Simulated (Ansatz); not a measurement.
**Screening in AlN (F-43m)**

Wanted: ε∞ of AlN (F-43m) from perturbation theory, a sum over states and the RPA step of G0W0, with cost.

Program: Ansatz 0.2.0. Level of theory: linear response on PBE, plane waves, PAW. Results are calculated unless marked as measured.

Report form: the programs' logs are mostly left out.

## (1) Set-up

Symmetry: F-43m, No. 216, cubic system. The conventional cell has a = 4.368 Å, b = 4.368 Å, c = 4.368 Å, α = 90.00°, β = 90.00°, γ = 90.00°. Nearest to Al lie 4 N at 1.89 Å. N has 4 Al at 1.89 Å nearest. Farther neighbours and most contacts between anions are not listed.

The cell and positions are those that the Materials Project relaxed with its own functionals (PBE, PBE+U or r2SCAN), kept fixed. This is not the form that AlN usually takes at ambient conditions.

## (2) Response to a homogeneous field

The response to a uniform field gives ε∞, a yardstick for the screening that GW builds on its mesh.

This step: dielectric response by perturbation theory, PBE, plane waves, PAW; PAW set soft_1.

Contents of input.yaml:

```yaml
crystal:
  lattice:
    - [0.0, 2.1839935596, 2.1839935596]
    - [2.1839935596, 0.0, 2.1839935596]
    - [2.1839935596, 2.1839935596, 0.0]
  atoms:
    - { symbol: Al, position: [0.0, 0.0, 0.0] }
    - { symbol: "N", position: [0.75, 0.75, 0.75] }
kpoints:
  mp_grid: { grid: [8, 8, 8] }
hamiltonian:
  xc: pbe
  pseudopotentials: { kind: paw, azcp: { folder: soft_1 } }
scf:
  occupations: { method: fixed }
dielectric: {}
```

Command:

```bash
$ ansatz run input.yaml --threads 3 --pin off --max-ram 92160MiB --backend cuda --events-out ev --progress --plain --runs-dir out --devices 1 --max-vram 13GiB
```

It took 13 s on 1 × NVIDIA H100 80GB HBM3 (shared by 6 runs) with 3 threads of AMD EPYC 7R13 (Zen 3), shared host; peak memory 0.99 GiB.

This step gave:

```
stated error of ε∞ : 0.011
```

One over ε∞ averages 0.22, near the quarter of exact exchange in PBE0.

High-frequency dielectric tensor:

```
4.58 0.00 0.00
0.00 4.58 0.00
0.00 0.00 4.58
```

Born effective charge (e), principal values of the symmetric part by kind of site:

```tsv
atom	atoms with these values	low	middle	high	mean
Al1	1	2.54	2.54	2.54	2.54
N2	1	-2.54	-2.54	-2.54	-2.54
```

In full for Al1:

```
2.54 0.00 0.00
0.00 2.54 0.00
0.00 0.00 2.54
```

## (3) Independent-particle spectrum

The independent-particle spectrum shows where the oscillator strength lies, before excitons and local fields.

This step: independent-particle optics on PBE, plane waves, PAW; PAW set soft_1.

input.yaml, the sections that differ from step 2:

```yaml
kpoints:
  mp_grid: { grid: [10, 10, 10] }
scf:
  occupations: { method: fixed }
  n_extra_bands: 14
output:
  optics: { e_range: [0, 25], de: 0.1, sigma: 0.2 }
# crystal, hamiltonian: as in step 2
# dielectric: removed
```

It took 6.5 s on 1 × NVIDIA H100 80GB HBM3 (shared by 6 runs) with 3 threads; peak memory 0.91 GiB.

Numbers from this step:

| Item | Value |
| --- | --- |
| ε∞ without local fields (xx, yy, zz) | 4.728, 4.728, 4.728 |
| electrons in the f-sum (xx, yy, zz) | 6.419, 6.419, 6.419 |
| bands in the explicit sum (the static value is completed to all bands) | 18 |

The sum gives ε∞ = 4.73 without local fields.

Independent particles, no local fields, Gaussian width 0.2 eV. ε₂, xx=yy=zz against photon energy; read off at these points:

```tsv
photon energy (eV)	ε₂, xx=yy=zz
3.0	0
4.0	0.0238
5.0	1.13
6.0	4.13
7.0	7.47
8.0	8.41
9.0	2.80
9.8	4.97
10.0	4.71
11.0	5.79
11.3	6.66
12.0	5.71
12.7	6.17
13.0	5.15
14.0	2.96
15.0	1.86
16.0	1.12
17.0	0.819
18.0	0.565
19.0	0.375
20.0	0.344
21.0	0.308
22.0	0.244
23.0	0.208
24.0	0.208
25.0	0.397
```

Independent particles, no local fields, Gaussian width 0.2 eV. Table of loss function, xx=yy=zz by photon energy; read off at these points:

```tsv
photon energy (eV)	loss function, xx=yy=zz
3.50	0
4.00	6.1e-4
4.50	0.0120
5.00	0.0180
5.50	0.0390
6.00	0.0530
6.50	0.0637
7.00	0.0792
7.50	0.101
8.00	0.116
8.50	0.228
9.00	0.210
9.50	0.160
10.00	0.188
10.50	0.170
11.00	0.144
11.50	0.172
12.00	0.173
12.50	0.168
13.00	0.153
13.50	0.200
14.00	0.246
14.50	0.231
15.00	0.222
15.50	0.274
16.00	0.348
16.50	0.400
17.00	0.465
17.50	0.555
18.00	0.603
18.50	0.779
19.00	1.23
19.50	1.66
20.00	2.13
20.50	2.84
21.00	3.20
21.50	3.68
21.70	3.76
22.00	3.58
22.50	2.92
23.00	2.39
23.50	1.51
24.00	0.903
24.50	0.998
25.00	1.33
```

## (4) RPA screening from the G0W0 run

Now the one-shot GW correction: screening in the RPA, then the self-energy of the levels asked for. This step takes PAW set soft_1 files.

This step: G0W0 on PBE, plane waves, PAW; PAW set soft_1.

input.yaml, the sections that differ from step 3:

```yaml
kpoints:
  mp_grid: { grid: [6, 6, 6] }
scf:
  occupations: { method: fixed }
gw:
  n_empty_bands: 133
  ecut_chi: 200.0
  qp_bands: [v2, c2]
  qp_kpoints: band_edges
  screening: { model: contour_deformation }
# crystal, hamiltonian: as in step 3
# output: removed
```

Wall time 20 s (1 × NVIDIA H100 80GB HBM3 (shared by 6 runs) with 3 threads); peak memory 1 GiB.

This step gave:

```yaml
bands_summed: 137
rpa_eps_infinity_on_this_mesh_eigenvalues: 4.393, 4.393, 4.393
plane_waves_in_the_screening_matrix: 137
g0w0_gap_on_the_mesh: 4.777 eV
k_of_the_valence_top: 0, 0, 0
k_of_the_conduction_bottom: 0, -0.5, -0.5
starting_gap_on_the_mesh: 3.323 eV
least_direct_g0w0_gap_on_the_computed_points: 5.878 eV
```

The gap on the mesh goes from 3.32 eV to 4.78 eV, a correction of +1.45 eV. Between the two edge states, bare exchange in place of the xc potential would open the gap by 8.34 eV, and correlation takes back 6.89 eV.

Mean over the mesh in bins of 0.25 1/Å. The static inverse dielectric function, diagonal by length of q+G:

length of q+G (Å⁻¹), static inverse dielectric function, diagonal and a bar from the least value:
```
     0.44      0.269 
     0.77      0.327 ##
     1.24      0.431 #######
     1.49      0.487 #########
     1.78      0.551 ############
     2.03      0.607 ##############
     2.48      0.698 ##################
     2.75      0.746 ####################
     3.00      0.782 #####################
     3.51      0.840 ########################
     3.78      0.863 #########################
     4.01      0.882 ##########################
     4.25      0.898 ##########################
     4.77      0.928 ###########################
     5.00      0.938 ############################
     5.24      0.948 ############################
     5.76      0.964 #############################
     6.01      0.970 #############################
     6.25      0.976 #############################
     6.51      0.980 ##############################
     7.00      0.987 ##############################
     7.18      0.989 ##############################
```

## (5) The values together

Times are wall times on 1 × NVIDIA H100 80GB HBM3 (shared by 6 runs) with 3 threads of AMD EPYC 7R13 (Zen 3), shared host, good to a factor of about two.

```tsv
method	mesh	ε∞, low	middle	high	mean	time
perturbation theory (local fields and xc kernel)	8×8×8 (response on 512 points)	4.58	4.58	4.58	4.58	13 s
sum over states (no local fields)	10×10×10	4.73	4.73	4.73	4.73	6.5 s
RPA with local fields, on the GW mesh	6×6×6	4.39	4.39	4.39	4.39	20 s
```

## (6) Summary of results

```
perturbation theory (local fields and xc kernel) : 4.58, 4.58, 4.58
sum over states (no local fields)                : 4.73, 4.73, 4.73
RPA with local fields, on the GW mesh            : 4.39, 4.39, 4.39
```

In words: Mean Born effective charge: Al1 2.54, N2 -2.54 e. The most distinct maxima of the ε₂, xx=yy=zz lie at 7.9 and 11.3 eV, the highest at 7.9 eV. The loss function, xx=yy=zz has its highest peak at 21.7 eV. The sum without local fields gives 4.73 in the mean against 4.58 by perturbation theory; local fields lower ε∞ and the xc kernel gives part of it back, though the sum also carries the error of its own mesh. The RPA values on the 6×6×6 mesh average 0.96 times those of perturbation theory (means 4.39 and 4.58). Without the xc kernel RPA should lie a little lower, as the mean does. PBE usually puts the gap too low, which tends to raise ε∞. Ions are clamped, so the lattice part of the static constant is not in these numbers.

[Paths, hosts, dates, memory and timing lines, banners, echoed tables and standing remarks are left out of the program output.]

[Logs are printed without paths, hosts, clocks, repeated set-up lines and the standing remarks that a program may print on its own settings, such as how far it seeks lower states.]

[Runs of the session that timed out or met a known fault of the program may be left out.]

[Cells called generated may have been cut or substituted from an entry of the Crystallography Open Database or the Materials Project.]

[Hosts, paths, dates, database ids (printed as entryN), source tags and the programs' standing remarks are cut or masked in the printed files.]
